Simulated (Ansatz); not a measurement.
# Ba (Im-3m) in Ansatz: a series of runs, part 2 of 2

Ansatz 0.2.0.

**4. Band structure, BLYP**

File run.py:

```python
import json

import ase.io
import numpy as np

import ansatz as az

atoms = ase.io.read("Ba.cif")
atoms.info.pop("occupancy", None)

calculation = (
    az.Crystal.from_ase(atoms)
    .calculation()
    .kpoints(8, 8, 8)
    .functional("blyp")
    .pseudopotentials(kind="paw", accuracy="standard")
    .scf(extra_bands=6)
    .occupations(method="tetrahedron")
    .band_structure(path=(((0.0, 0.0, 0.0), (0.5, -0.5, 0.5), (0.0, 0.0, 0.5), (0.0, 0.0, 0.0), (0.25, 0.25,
        0.25), (0.5, -0.5, 0.5)), ((0.25, 0.25, 0.25), (0.0, 0.0, 0.5))), intervals=14)
    .forces()
    .stress()
)
outcome = calculation.run(threads=2, events_out="events.jsonl")

report = outcome.report
for line in open("events.jsonl"):
    event = json.loads(line)
    if event["event"] == "scf_iter":
        d = event["data"]
        print(f"SCF {d['iter']:3d}  HF = {d['harris_foulkes_ev']:.6f} eV  dr2 = {d['dr2_ev']:.2e} eV")
    elif event["event"] in ("relax_step", "md_step"):
        d = event["data"]
        print(f"{event['event']} {d['step']:3d}  E = {d['lagrangian_ev']:.6f} eV")
np.set_printoptions(precision=5, suppress=True, linewidth=110)
print("converged:", report["converged"], "after", report["n_iterations"], "iterations")
print(f"free energy {report['free_energy_ev']:.6f} eV, Fermi level {report['fermi_energy_ev']:.4f} eV")
for key in ("band_edges_ev", "magnetization_mub", "site_moments_mub", "site_moments_nc_mub", "forces_ev_ang",
                "stress_gpa"):
    if report.get(key) is not None:
        print(key, np.array(report[key]), sep="\n")
```

File Ba.cif:

```cif
data_Ba
_cell_length_a 4.34138535
_cell_length_b 4.34138535
_cell_length_c 4.34138535
_cell_angle_alpha 109.47122063
_cell_angle_beta 109.47122063
_cell_angle_gamma 109.47122063
_space_group_name_H-M_alt 'P1'
_space_group_name_Hall 'P 1'
_space_group_IT_number 1
loop_
_space_group_symop_operation_xyz
'x,y,z'
loop_
_atom_site_label
_atom_site_type_symbol
_atom_site_symmetry_multiplicity
_atom_site_Wyckoff_symbol
_atom_site_fract_x
_atom_site_fract_y
_atom_site_fract_z
_atom_site_occupancy
Ba1 Ba 1 a 0.0000000000 0.0000000000 0.0000000000 1
```

Potentials or basis: SSSP efficiency PAW.

Run with:

```bash
> python run.py
```

Output:

```text
DeckWarning: output.forces, output.stress, relax.cell or npt_langevin: where a Kohn–Sham band that disperses or a degenerate level is filled in part under the method tetrahedron, the forces or the stress that this run publishes need not agree with its energy (scf.occupations.method in the input reference, under Limitations); prefer a smearing scheme for the forces or the stress
DeckWarning: basis.ecutwfc = 408.170794 eV, auto-derived from the records' recommended cutoffs: set by Ba (normal level)
PlacementWarning: RAYON_NUM_THREADS=2 ignored (pool sized by the plan → 2); use plan(threads=…)
SCF   1  HF = -5952.998567 eV  dr2 = 9.75e-03 eV
SCF   2  HF = -5953.002455 eV  dr2 = 4.54e-03 eV
SCF   3  HF = -5953.007184 eV  dr2 = 1.78e-04 eV
SCF   4  HF = -5953.007435 eV  dr2 = 7.47e-05 eV
SCF   5  HF = -5953.007704 eV  dr2 = 5.61e-06 eV
SCF   6  HF = -5953.007713 eV  dr2 = 1.72e-06 eV
SCF   7  HF = -5953.007721 eV  dr2 = 7.63e-08 eV
converged: True after 7 iterations
free energy -5953.007721 eV, Fermi level 6.2821 eV
magnetization_mub
0.0
forces_ev_ang
[[-0.  0.  0.]]
stress_gpa
[[ 0.54296  0.       0.     ]
 [ 0.       0.54296 -0.     ]
 [ 0.       0.       0.54296]]
```

bands.tsv:

```text
# k_distance	band_0	band_1	band_2	band_3	band_4	band_5	band_6	band_7	band_8	band_9	band_10
# fermi_ev = 6.282106
# lock_threshold_ev = 1e-6
# [0, 0, 0] at k_distance = 0.000000
# [0.5, -0.5, 0.5] at k_distance = 1.253378
# [0, 0, 0.5] at k_distance = 2.139651
# [0, 0, 0] at k_distance = 3.025923
# [0.25, 0.25, 0.25] at k_distance = 4.111380
# [0.5, -0.5, 0.5] at k_distance = 5.196838
[... 79 lines left out ...]
5.196838	-28.956212	-14.155373	-14.155373	-14.155373	0.583801	0.583801	0.583801	3.713050	3.730055	3.730055	6.703401
5.241601	-28.956248	-14.180655	-14.154368	-14.130099	0.550256	0.556001	0.627177	3.716000	3.728869	3.750325	6.584014
5.286365	-28.956368	-14.205658	-14.151465	-14.105163	0.477140	0.526723	0.679897	3.681895	3.725379	3.851277	6.444668
5.331128	-28.956540	-14.230012	-14.146682	-14.080873	0.358635	0.513085	0.741198	3.629344	3.719779	4.007494	6.293095
5.375892	-28.956764	-14.253445	-14.140286	-14.057528	0.214220	0.508916	0.809974	3.564518	3.712375	4.205000	6.135249
5.420655	-28.957035	-14.275614	-14.132651	-14.035430	0.056587	0.513458	0.884809	3.493193	3.703570	4.431234	5.975828
5.465419	-28.957327	-14.296266	-14.124079	-14.014828	-0.103902	0.525626	0.963897	3.420302	3.693830	4.675951	5.818711
5.510182	-28.957636	-14.315145	-14.115007	-13.996032	-0.259255	0.543980	1.045044	3.349734	3.683659	4.930968	5.667385
5.554946	-28.957943	-14.332005	-14.105914	-13.979228	-0.403420	0.566748	1.125642	3.284408	3.673573	5.189439	5.525239
5.599709	-28.958244	-14.346650	-14.097262	-13.964682	-0.531820	0.591852	1.202671	3.226453	3.664070	5.395735	5.444828
5.644473	-28.958505	-14.358887	-14.089439	-13.952513	-0.640996	0.616998	1.272770	3.177396	3.655607	5.282496	5.689673
5.689236	-28.958732	-14.368566	-14.082919	-13.942912	-0.728366	0.639814	1.332389	3.138307	3.648584	5.189219	5.795993
5.734000	-28.958899	-14.375564	-14.078003	-13.935950	-0.792045	0.658052	1.378070	3.109922	3.643326	5.119446	5.705364
5.778763	-28.959017	-14.379817	-14.074986	-13.931772	-0.830752	0.669833	1.406836	3.092714	3.640073	5.076199	5.649222
5.823527	-28.959040	-14.381223	-14.073901	-13.930345	-0.843735	0.673908	1.416672	3.086949	3.638972	5.061540	5.630242
```

engine_input.yaml:

```text
crystal:
  lattice:
    - [4.34138535, 0.0, 0.0]
    - [-1.4471284496791943, 4.093097361085333, 0.0]
    - [-1.4471284496791943, -2.0465486798621346, 3.544726295255851]
  atoms:
    - { symbol: Ba, position: [0.0, 0.0, 0.0] }
kpoints:
  mp_grid:
    grid: [8, 8, 8]
  band_path:
    path:
      - [[0.0, 0.0, 0.0], [0.5, -0.5, 0.5], [0.0, 0.0, 0.5], [0.0, 0.0, 0.0], [0.25, 0.25, 0.25], [0.5, -0.5, 0.5]]
      - [[0.25, 0.25, 0.25], [0.0, 0.0, 0.5]]
    npoints: 14
hamiltonian:
  xc: blyp
  pseudopotentials:
    kind: paw
    accuracy: standard
scf:
  n_extra_bands: 6
  occupations:
    method: tetrahedron
output:
  forces: true
  stress: true
```

It took 1.9 s on 2 threads of Arm Neoverse V2, shared host; peak memory 0.48 GiB.

What came out:

| Quantity | Value |
| --- | --- |
| Free energy | -5953.0077 eV |
| Pressure | 0.5 GPa |
| Band gap on the k mesh | none (metal or under the smearing width) |

Levels at the corners of the path, in eV from the Fermi level:
```tsv
point	band 2	band 3	band 4	band 5	band 6	band 7	band 8	band 9
Γ	-13.93	-13.93	-13.93	-2.64	1.76	1.76	1.76	3.12
H	-14.24	-14.24	-14.24	-0.52	-0.52	4.46	4.46	4.46
N	-14.38	-14.07	-13.93	-0.84	0.67	1.42	3.09	3.64
Γ	-13.93	-13.93	-13.93	-2.64	1.76	1.76	1.76	3.12
P	-14.16	-14.16	-14.16	0.58	0.58	0.58	3.71	3.73
H	-14.24	-14.24	-14.24	-0.52	-0.52	4.46	4.46	4.46
P	-14.16	-14.16	-14.16	0.58	0.58	0.58	3.71	3.73
N	-14.38	-14.07	-13.93	-0.84	0.67	1.42	3.09	3.64
```

Caveat: the potentials were made for another functional, which shifts forces and pressure; spin-orbit coupling is left out, which moves the levels of the heavy elements; with tetrahedron occupations forces and stress needn't match the slope of the energy.

**5. Overview**

```csv
task,level,potentials or basis,k mesh,cutoff (eV),smearing,driver,points for each segment of the path,gap on the mesh (eV),pressure (GPa)
density of states,LDA,JTH PAW LDA,5 × 5 × 5,660,gaussian 0.05 eV,chain,-,none,-1.5
density of states,LDA,JTH PAW LDA,5 × 5 × 5,660,gaussian 0.05 eV,-,-,none,-1.5
band structure,BLYP,SSSP efficiency PAW,8 × 8 × 8,408,tetrahedron,chain,14,none,0.5
```

Alike in all rows: no spin polarisation; cell as given.

Caveats: this barium file gives pressures and gaps apart from those of other sets (some runs); the potentials were made for another functional, which shifts forces and pressure (some runs); spin-orbit coupling is left out, which moves the levels of the heavy elements (some runs); with tetrahedron occupations forces and stress needn't match the slope of the energy (some runs).

Total energies depend on the potentials used, so only differences within one code and one set of settings carry meaning.
